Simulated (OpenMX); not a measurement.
# KCl (Sylvite) under changes of volume

One of the cells (31.774 Å³/atom); the others are scaled copies at fixed shape and fractional positions:

```
CELL_PARAMETERS angstrom
0.00000 3.16731 3.16731
3.16731 0.00000 3.16731
3.16731 3.16731 0.00000
ATOMIC_POSITIONS crystal
K 0.00000 0.00000 0.00000
Cl 0.50000 0.50000 0.50000
```

* Program: OpenMX 3.8.5
* Functional: PBE
* Potentials or basis: OpenMX 2013 PBE set, K10.0-s3p2d1, Cl7.0-s2p2d1f1, fixed grid of 35 × 35 × 35 points
* k mesh: 7 × 7 × 7
* Occupations: fermi-dirac, width 0.05 eV
* Spin: no spin polarisation

```tsv
volume (Å³/atom)	energy over the lowest point (meV/atom)	gap on the mesh (eV)
29.282	?	?
29.905	13.75	5.62
30.528	7.88	5.54
31.774	1.17	5.38
32.397	0.00	5.31
33.020	0.15	5.24
```

What does the run at 29.282 Å³/atom give?

Energy over the lowest point 21.73 meV/atom; gap on the mesh 5.71 eV.

Worked out: A Birch-Murnaghan fit of order 3 (a polynomial in V^(-2/3)) to the other rows has its minimum at 32.64 Å³/atom with B0 = V·E''(V) = 16.8 GPa and B' = 3.9. It gives 21.51 meV/atom at 29.282 Å³/atom, against the run's 21.73. A straight line through the other rows of the gap, of slope -3.85 eV per unit of ln V (its deformation potential), extrapolates to 5.70 eV, against the run's 5.71.

Energies are extrapolated to zero smearing.

Caveats: an odd mesh through Γ misses points on the zone boundary, where band edges often lie; the basis of atomic orbitals isn't converged, which shifts pressures, moduli and gaps.
